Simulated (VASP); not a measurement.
SnSe2, 3 atoms in the cell. The structure is trigonal, space group P-3m1 (No. 164). Conventional cell: a = 3.829 Å, b = 3.829 Å, c = 6.255 Å, α = 90.00°, β = 90.00°, γ = 120.00°. Sn (site symmetry -3m) is surrounded by 6 Se at 2.72 Å. Around Se (site symmetry 3m) lie 3 Sn at 2.72 Å. 

| Quantity | Value |
| --- | --- |
| Program | VASP 6.6.1 |
| Task | relaxation of cell and atoms |
| Functional | r2SCAN |
| Dispersion | rVV10 |
| Potentials or basis | VASP PAW PBE potentials, release 64 (Sn_d, Se) |
| Cutoff | 600 eV |
| k mesh | 9 × 9 × 5 |
| Occupations | gaussian, width 0.03 eV |
| Spin | no spin polarisation |
| Further INCAR settings | ALGO = Normal; EDIFF = 1e-07; IBRION = 2; EDIFFG = -0.005; NSW = 90; ISIF = 3 |

Potentials or basis: VASP PAW PBE potentials, release 64 (Sn_d, Se).

Run with:

```bash
$ cat potpaw_PBE.64/Sn_d/POTCAR potpaw_PBE.64/Se/POTCAR > POTCAR
$ mpirun -np 1 vasp_std > vasp.out
```

Hardware: 1 thread of Intel(R) Xeon(R) 6975P-C (Granite Rapids), with other jobs on the host.

Q: How long does it take, and how much memory?

A: Run time: 24 min on 1 thread of Intel(R) Xeon(R) 6975P-C (Granite Rapids) (shared host), peak memory 0.49 GiB. Counts: scf iterations 83, k points 50, ion steps 9.
